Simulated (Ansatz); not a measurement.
```
CELL_PARAMETERS angstrom
0.00000 2.36080 2.36080
2.36080 0.00000 2.36080
2.36080 2.36080 0.00000
ATOMIC_POSITIONS crystal
Be 0.00000 0.00000 0.00000
S 0.25000 0.25000 0.25000
```

RPA correlation and exact exchange on PBE orbitals, hard PAW set made for 700 eV (Ansatz); 4×4×4 mesh, wave cutoff 700 eV, correlation extrapolated to infinite response cutoff from cutoffs up to 280 eV, 10 electrons, all correlated, 180 empty bands, long-wavelength term: optical limit. The band count ends below the top response cutoff.

The cell is then scaled evenly to 1.128 times this volume.

Energy change of the cell: PBE -0.091 eV (mean pressure +4.3 GPa); the Hartree-Fock expression on these orbitals -0.186 eV (mean pressure +8.9 GPa).

(1) What change follows for RPA correlation and the RPA total?

## Answers

(1) RPA correlation: +0.134 eV (mean pressure -6.4 GPa). The RPA total: -0.052 eV (mean pressure +2.5 GPa).

This ran on a trial build of the method. The cell is a model at fixed atoms and needn't be the relaxed known crystal. The correlation step scatters with the plane-wave count, here by about 0.01 eV. The mesh is coarse, so these steps aren't converged.
